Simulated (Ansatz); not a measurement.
# MgS in Ansatz: the effect of functional

MgS:

```
S Mg
1.0
     0.00000    2.83312    2.83312
     2.83312    0.00000    2.83312
     2.83312    2.83312    0.00000
S Mg
1 1
Direct
  0.25000 0.25000 0.25000
  0.00000 0.00000 0.00000
```

The cell comes from a database or a generator and needn't be the stable form of this composition.

Alike in all runs:

- Program: Ansatz 0.2.0
- Task: single point
- Potentials or basis: all-electron PAW datasets made for the crystal
- k mesh: 6 × 6 × 6
- Occupations: fermi-dirac, width 0.05 eV
- Spin: no spin polarisation

| functional | cutoff | gap on the mesh (eV) | pressure (GPa) |
| --- | --- | --- | --- |
| PBE | 200 eV (chosen from the basis error) | 3.45 | 0.9 |
| HSE06 | 250 eV (chosen from the basis error) | 4.51 | -0.1 |
| PBE0 | 250 eV (chosen from the basis error) | ? | ? |

Task: What does the run with functional PBE0 give?

Result: gap on the mesh 5.19 eV; pressure -0.2 GPa.

A k mesh can miss the band edges.

The runs don't all hold the same shells in valence.
